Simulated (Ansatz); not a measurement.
KF (Carobbiite): equation of state with PBEsol

Crystal: KF (Carobbiite).

```xyz
2
Lattice="0.0000 2.6719 2.6719 2.6719 0.0000 2.6719 2.6719 2.6719 0.0000" Properties=species:S:1:pos:R:3 pbc="T T T"
K     0.0000    0.0000    0.0000
F     2.6719    2.6719    2.6719
```

```
Program             : Ansatz 0.2.0
Task                : equation of state
Functional          : PBEsol
Potentials or basis : all-electron LAPW, scalar-relativistic
Basis error allowed : 0.001 eV/atom
k mesh              : 9 × 9 × 9
Occupations         : fermi-dirac, width 0.05 eV
Spin                : no spin polarisation
```

```json
{
  "Equilibrium volume": "18.68 Å³/atom",
  "Bulk modulus": "33 GPa",
  "Pressure derivative of the bulk modulus": "5.0"
}
```

Energy against volume, from the lowest point:
```csv
volume (Å³/atom),energy (meV/atom)
17.929,3.36
18.311,0.77
18.692,0.00
19.074,0.83
19.455,3.09
19.837,6.60
20.218,11.23
```

All runs of the series together: 39 s on 1 thread of AMD EPYC 7R43 64-Core Processor (Zen 3), on a shared host.
